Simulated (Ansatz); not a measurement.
Pb under changes of volume

One of the cells (30.323 Å³/atom); the others are scaled copies at fixed shape and fractional positions:

```
Pb
1.0
     0.00000    2.47502    2.47502
     2.47502    0.00000    2.47502
     2.47502    2.47502    0.00000
Pb
1
Direct
  0.00000 0.00000 0.00000
```

| Quantity | Value |
| --- | --- |
| Program | Ansatz 0.2.0 |
| Functional | LDA |
| Potentials or basis | Ansatz PAW |
| Cutoff | 420 eV (not typed: the program's choice for these potentials) |
| k mesh | 9 × 9 × 9 |
| Occupations | fermi-dirac, width 0.05 eV |
| Spin | no spin polarisation |

| volume (Å³/atom) | energy over the lowest point (meV/atom) | pressure (GPa) |
| --- | --- | --- |
| 28.503 | 1.42 | 1.0 |
| 29.110 | 0.00 | -0.2 |
| 29.716 | 2.84 | -1.3 |
| 30.323 | 9.43 | -2.2 |
| 30.929 | ? | ? |
| 31.535 | 31.80 | -3.7 |
| 32.142 | 46.78 | -4.3 |

Q: What does the run at 30.929 Å³/atom give?

A: Energy over the lowest point 19.25 meV/atom; pressure -3.0 GPa.

Worked out: A Birch-Murnaghan fit of order 3 (a polynomial in V^(-2/3)) to the other rows has its minimum at 29.00 Å³/atom with B0 = V·E''(V) = 56 GPa and B' = 5.8. It gives 19.22 meV/atom at 30.929 Å³/atom, against the run's 19.25, and -dE/dV = -3.0 GPa, against -3.0.

Energies are extrapolated to zero smearing.

Caveats: the PAW data sets come from PBE, with cores solved anew for the run's functional, which leaves a small shift of forces and pressure.
